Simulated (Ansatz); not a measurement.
Wanted: an ASE script for an Ansatz 0.2.0 run.

```
Task                : projected density of states
Functional          : BLYP
Dispersion          : D3(BJ)
Potentials or basis : JTH PAW
Cutoff              : 660 eV
Density cutoff      : 2640 eV
k mesh              : 5 × 5 × 5
Occupations         : gaussian, width 0.1 eV
Spin                : collinear spin, random start
Starting moments    : [0.54] μB
Driver              : chain
```

The structure of Rb lies in Rb.xyz:

```xyz
1
Lattice="-2.8090840000 2.8144930000 2.8289960000 2.7632500000 -2.7909850000 2.7596550000 2.8336870000 2.8155890000 -2.8054890000" Properties=species:S:1:pos:R:3 pbc="T T T"
Rb    -0.0559597625      0.0025879791      0.0719569347
```

The cell isn't the ideal one: cell strained at random at fixed volume.

These files were run (other wordings do the same):

run.py

```python
import json

import ase.io
import numpy as np

import ansatz as az

atoms = ase.io.read("Rb.xyz")
atoms.set_initial_magnetic_moments([0.54])

calculation = (
    az.Crystal.from_ase(atoms)
    .calculation()
    .kpoints(5, 5, 5)
    .functional("blyp", dispersion="d3bj")
    .pseudopotentials(kind="paw", source="jth")
    .spin("collinear")
    .scf(extra_bands=6)
    .occupations(method="gaussian", width=0.1)
    .density()
    .potential()
    .output_files(volumetric_format="npy")
    .electron_localization_function()
    .density_of_states(energy_step=0.05, projected=True, nscf_kmesh=(8, 8, 8))
    .forces()
    .stress()
    .band_table(publish=True)
)
outcome = calculation.run(threads=2, events_out="events.jsonl")

report = outcome.report
for line in open("events.jsonl"):
    event = json.loads(line)
    if event["event"] == "scf_iter":
        d = event["data"]
        print(f"SCF {d['iter']:3d}  HF = {d['harris_foulkes_ev']:.6f} eV  dr2 = {d['dr2_ev']:.2e} eV")
    elif event["event"] in ("relax_step", "md_step"):
        d = event["data"]
        print(f"{event['event']} {d['step']:3d}  E = {d['lagrangian_ev']:.6f} eV")
np.set_printoptions(precision=5, suppress=True, linewidth=110)
print("converged:", report["converged"], "after", report["n_iterations"], "iterations")
print(f"free energy {report['free_energy_ev']:.6f} eV, Fermi level {report['fermi_energy_ev']:.4f} eV")
for key in ("band_edges_ev", "magnetization_mub", "site_moments_mub", "site_moments_nc_mub", "forces_ev_ang",
                "stress_gpa", "kpoints_frac", "eigenvalues_ev"):
    if report.get(key) is not None:
        print(key, np.array(report[key]), sep="\n")
```

Potentials or basis: JTH PAW.

Run with:

```bash
$ python run.py
```

It gave:

- Pressure: -0.3 GPa
- Band gap on the k mesh: none (metal or under the smearing width)
- Net moment: 0.00 μB per cell
- Absolute moment: 0.00 μB per cell
- Density of states at the Fermi level: 1.00 states/eV per cell

Caveat: the potentials were made for another functional, which shifts forces and pressure; pairwise dispersion overbinds metals, which lowers pressure and volume; the starting moments weren't kept.

It took 29 s on 2 threads of Arm Neoverse V1, with other jobs on the host, peak memory 0.85 GiB.
